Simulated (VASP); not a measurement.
# Tl (P6_3/mmc) in VASP: a series of runs, part 2 of 2

VASP 6.6.1. Earlier steps stand in the parts before.

**3. Electron localisation function, LDA**

File INCAR:

```
SYSTEM = Tl
  PREC = Accurate
  ENCUT = 520
  EDIFF = 1E-6
  ISMEAR = 1
  SIGMA = 0.2
  LREAL = .False.
  LASPH = .True.
  NELM = 60
  ALGO = Fast
  ISIF = 2
  LWAVE = .False.
  LCHARG = .True.
  LELF = .True.
```

File Tl.cif:

```cif
data_Tl
_cell_length_a 3.45600000
_cell_length_b 3.45600000
_cell_length_c 5.52500000
_cell_angle_alpha 90.00000000
_cell_angle_beta 90.00000000
_cell_angle_gamma 120.00000000
_space_group_name_H-M_alt 'P6_3/mmc'
_space_group_name_Hall '-P 6c 2c'
_space_group_IT_number 194
loop_
_space_group_symop_operation_xyz
'x,y,z'
'-x,-y,-z'
'x-y,x,z+1/2'
'-x+y,-x,-z+1/2'
'-y,x-y,z'
'y,-x+y,-z'
'-x,-y,z+1/2'
'x,y,-z+1/2'
'-x+y,-x,z'
'x-y,x,-z'
'y,-x+y,z+1/2'
'-y,x-y,-z+1/2'
'-y,-x,-z+1/2'
'y,x,z+1/2'
'-x,-x+y,-z'
'x,x-y,z'
'-x+y,y,-z+1/2'
'x-y,-y,z+1/2'
'y,x,-z'
'-y,-x,z'
'x,x-y,-z+1/2'
'-x,-x+y,z+1/2'
'x-y,-y,-z'
'-x+y,y,z'
loop_
_atom_site_label
_atom_site_type_symbol
_atom_site_symmetry_multiplicity
_atom_site_Wyckoff_symbol
_atom_site_fract_x
_atom_site_fract_y
_atom_site_fract_z
_atom_site_occupancy
Tl1 Tl 2 c 0.6666666667 0.3333333333 0.7500000000 1
```

File KPOINTS:

```
Automatic mesh
0
Gamma
  2 2 1
  0 0 0
```

File POSCAR:

```
Tl
 1.0000000000000000
     3.4560000000000000    0.0000000000000000    0.0000000000000000
    -1.7279999999999993    2.9929837954790202    0.0000000000000000
     0.0000000000000000    0.0000000000000000    5.5250000000000004
 Tl 
   2
Cartesian
  1.7280000001728000  0.9976612650599072  4.1437500000000007
 -0.0000000001727996  1.9953225304191131  1.3812499999999994
```

Potentials or basis: VASP PAW LDA potentials, release 64 (Tl_d).

Launch:

```bash
ase convert -i cif -o vasp Tl.cif POSCAR
cat potpaw_LDA.64/Tl_d/POTCAR > POTCAR
mpirun -np 1 vasp_std > vasp.out
```

OUTCAR:

```text
SYSTEM = Tl
   PREC = Accurate
   ENCUT = 520
   EDIFF = 1E-6
   ISMEAR = 1
   LREAL = .False.
   LASPH = .True.
   NELM = 60
   ISIF = 2

 ion  position               nearest neighbor table
   1  0.667  0.333  0.750-   2 3.41   2 3.41   2 3.41   2 3.41   2 3.41   2 3.41
   2  0.333  0.667  0.250-   1 3.41   1 3.41   1 3.41   1 3.41   1 3.41   1 3.41

  LATTYP: Found a hexagonal cell.
 ALAT       =     3.4560000000
 C/A-ratio  =     1.5986689815

  Lattice vectors:

 A1 = (   3.4560000000,   0.0000000000,   0.0000000000)
 A2 = (  -1.7280000000,   2.9929837955,   0.0000000000)
 A3 = (   0.0000000000,   0.0000000000,   5.5250000000)

[... 204 lines left out ...]

  FORCE on cell =-STRESS in cart. coord.  units (eV):
  Direction    XX          YY          ZZ          XY          YZ          ZX
  --------------------------------------------------------------------------------------
  -------------------------------------------------------------------------------------
  Total        0.3392357      0.3392357      6.6591981      0.0000000     -0.0000000     -0.0000000
  in kB        9.5104652      9.5104652    186.6904640      0.0000000     -0.0000000     -0.0000000
  external PRESSURE =      68.5704648 kB  Pullay stress =       0.0000000 kB

 VOLUME and BASIS-vectors are now :
 -----------------------------------------------------------------------------
  energy-cutoff  :      520.00
  volume of cell :       57.15
      direct lattice vectors                 reciprocal lattice vectors
     3.456000000  0.000000000  0.000000000     0.289351852  0.167057370  0.000000000
    -1.728000000  2.992983795  0.000000000     0.000000000  0.334114739  0.000000000
     0.000000000  0.000000000  5.525000000     0.000000000  0.000000000  0.180995475

 POSITION                                       TOTAL-FORCE (eV/Angst)
 -----------------------------------------------------------------------------------
      1.72800      0.99766      4.14375        -0.000000      0.000000      0.000000
     -0.00000      1.99532      1.38125         0.000000      0.000000      0.000000
 -----------------------------------------------------------------------------------
    total drift:                               -0.000000      0.000000     -0.000000

  FREE ENERGIE OF THE ION-ELECTRON SYSTEM (eV)
  ---------------------------------------------------
  free  energy   TOTEN  =        -5.5227178166 eV

  energy  without entropy=       -5.5314146746  energy(sigma->0) =       -5.52561677
```

OSZICAR:

```text
N       E                     dE             d eps       ncg     rms          rms(c)
DAV:   1     0.117319195075E+03    0.11732E+03   -0.14041E+04    68   0.143E+03
DAV:   2    -0.299184528851E+01   -0.12031E+03   -0.11903E+03    69   0.290E+02
DAV:   3    -0.553941616401E+01   -0.25476E+01   -0.24812E+01    86   0.333E+01
DAV:   4    -0.556748478019E+01   -0.28069E-01   -0.28068E-01    70   0.301E+00
DAV:   5    -0.556769810310E+01   -0.21332E-03   -0.21332E-03    86   0.344E-01    0.254E+00
RMM:   6    -0.553395239274E+01    0.33746E-01   -0.44425E-02    70   0.162E+00    0.167E+00
RMM:   7    -0.552326452403E+01    0.10688E-01   -0.34839E-02    71   0.153E+00    0.431E-01
RMM:   8    -0.552268027454E+01    0.58425E-03   -0.48903E-03    72   0.595E-01    0.403E-02
RMM:   9    -0.552271006359E+01   -0.29789E-04   -0.47021E-04    72   0.179E-01    0.243E-02
RMM:  10    -0.552271563686E+01   -0.55733E-05   -0.10123E-04    73   0.820E-02    0.476E-03
RMM:  11    -0.552271738817E+01   -0.17513E-05   -0.19281E-05    58   0.314E-02    0.265E-03
RMM:  12    -0.552271781658E+01   -0.42841E-06   -0.57413E-06    50   0.168E-02
   1 F= -.55227178E+01 E0= -.55256168E+01  d E =0.869686E-02
```

Wall time 2.9 s (1 thread of AMD EPYC 9R45 (Zen 5), shared host); peak memory 0.11 GiB.

The run converged, but some of its settings lie outside the range that counts as converged (typed here: k = 2 × 2 × 1; ALGO = Fast), so its numbers aren't taken as properties of the crystal.

Results:

| Quantity | Value |
| --- | --- |
| Free energy | -5.5227 eV |
| Pressure | 6.9 GPa |

Caveat: the k mesh is coarse (spacing up to 1.14 Å⁻¹), so the values aren't converged; the mesh shows a gap though the element is a metal.

**4. Single point, PBEsol**

File INCAR:

```
PREC = Accurate ; ENCUT = 900
EDIFF = 1E-8 ; ISMEAR = 1
SIGMA = 0.1 ; LREAL = F
LASPH = T ; NELM = 100
ALGO = Normal ; ISIF = 2
LWAVE = F ; LCHARG = F
GGA = PS ; NBANDS = 20
ADDGRID = F
```

File KPOINTS:

```
Automatic mesh
0
Gamma
  21 21 12
```

File POSCAR:

```
Tl
1.0
    3.4560000000      0.0000000000      0.0000000000
   -1.7280000000      2.9929837955      0.0000000000
    0.0000000000      0.0000000000      5.5250000000
Tl
2
Direct
    0.6666666667      0.3333333333      0.7500000000
    0.3333333333      0.6666666667      0.2500000000
```

Potentials or basis: VASP PAW PBE potentials, release 64 (Tl_d).

Launch:

```bash
cat potpaw_PBE.64/Tl_d/POTCAR > POTCAR
mpirun -np 1 vasp_std > vasp.out
```

Wall time 5 min (1 thread of Intel Xeon Platinum 8488C (Sapphire Rapids), shared host); peak memory 0.78 GiB.

It converged, with:

```
Free energy            : -5.2622 eV
Pressure               : 0.0 GPa
Band gap on the k mesh : none (metal or under the smearing width)
```

Stress tensor (GPa, compression positive):
```
 0.10  0.00  0.00
 0.00  0.10  0.00
 0.00  0.00 -0.13
```

Levels at points of the mesh, in eV from the Fermi level:
```tsv
k point	band 10	band 11	band 12	band 13	band 14	band 15	band 16	band 17
(0.00, 0.00, 0.00)	-11.04	-10.08	-5.12	-2.88	7.97	7.97	10.05	10.05
(0.00, 0.00, 0.50)	-11.15	-8.63	-8.63	3.34	3.34	8.95	8.95	8.95
```

Caveat: the PAW data sets were made with another functional, which shifts forces and pressure a little. The run has no spin-orbit coupling, so splittings on Tl are missing.

**5. Single point, PBEsol**

File INCAR:

```
PREC = Accurate ; ENCUT = 250
EDIFF = 1E-6 ; ISMEAR = 1
SIGMA = 0.1 ; LREAL = F
LASPH = T ; NELM = 100
ALGO = Normal ; ISIF = 2
LWAVE = F ; LCHARG = F
GGA = PS ; NBANDS = 20
ADDGRID = F
```

File KPOINTS:

```
Automatic mesh
0
Gamma
  3 3 2
```

POSCAR is that of step 4.

Launch:

```bash
cat potpaw_PBE.64/Tl_d/POTCAR > POTCAR
mpirun -np 1 vasp_std > vasp.out
```

Run time: 2.7 s. Hardware: 1 thread of Intel Xeon Platinum 8488C (Sapphire Rapids), shared host; peak memory 0.11 GiB.

These settings aren't checked as converged: the numbers below hold their error.

Results:

```
Free energy            : -4.5644 eV
Band gap on the k mesh : none (metal or under the smearing width)
```

Caveat: the k mesh is coarse (spacing up to 0.70 Å⁻¹), so the values aren't converged; the cutoff is under 1.25 times the usual one of these potentials, so pressure, stress and relaxed cells hold a basis-set (Pulay) error; the PAW data sets were made with another functional, which shifts forces and pressure a little.
